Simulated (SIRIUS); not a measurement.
**Nd in SIRIUS: convergence with k mesh**

Crystal: Nd.

```xyz
1
Lattice="-2.0755 2.0755 2.0755 2.0755 -2.0755 2.0755 2.0755 2.0755 -2.0755" Properties=species:S:1:pos:R:3 pbc="T T T"
Nd    0.0000    0.0000    0.0000
```

This isn't the form of Nd at room conditions, which is double hcp.

| Quantity | Value |
| --- | --- |
| Program | SIRIUS 7.10.0 |
| Task | single point |
| Functional | PBE |
| Potentials or basis | PseudoDojo 0.4 PBE 3+ lanthanides (scalar relativistic) |
| Cutoff | 667 eV |
| Density cutoff | 2667 eV |
| k mesh | 2 × 2 × 2 |
| Occupations | fermi-dirac, width 0.05 eV |
| Spin | collinear spin, ferromagnetic start |
| Starting moments | [3.0] μB |

These are the settings of the first run; the series varies k mesh, with any setting tied to it.

Hardware: 1 thread of Arm Neoverse V2 (shared host).

```tsv
k mesh	energy less the tightest run, at zero smearing (meV/atom)	absolute moment (μB)	SCF cycles	CPU time (s)	peak memory (GiB)
2 × 2 × 2	-1757.13	0.76	17	6.4	0.19
4 × 4 × 4	26.87	0.49	22	12	0.2
5 × 5 × 5	7.42	0.85	19	12	0.2
6 × 6 × 6	-17.58	0.07	20	18	0.22
8 × 8 × 8	-0.13	0.43	21	30	0.25
9 × 9 × 9	-3.18	0.28	20	34	0.26
11 × 11 × 11	-5.71	0.00	21	54	0.31
14 × 14 × 14	0.00	0.00	22	110	0.43
```

Against the tightest run, the absolute moment stays within 0.02 μB from 11 × 11 × 11 on. Not settled before the last step: the energy (to 1 meV/atom). Meshes of other sizes hit other points, so gaps and Fermi surfaces needn't settle smoothly. The tightest run that finished is the yardstick and may itself not be fully converged.

Caveat, for the tightest run too: the magnetic or orbital state may not be the lowest; spin-orbit coupling is left out, which moves the levels of the heavy elements; the 4f electrons are frozen in the core as for a trivalent ion, so they carry no moment and show no levels. The state reached can hang on the start; a lower one may exist.
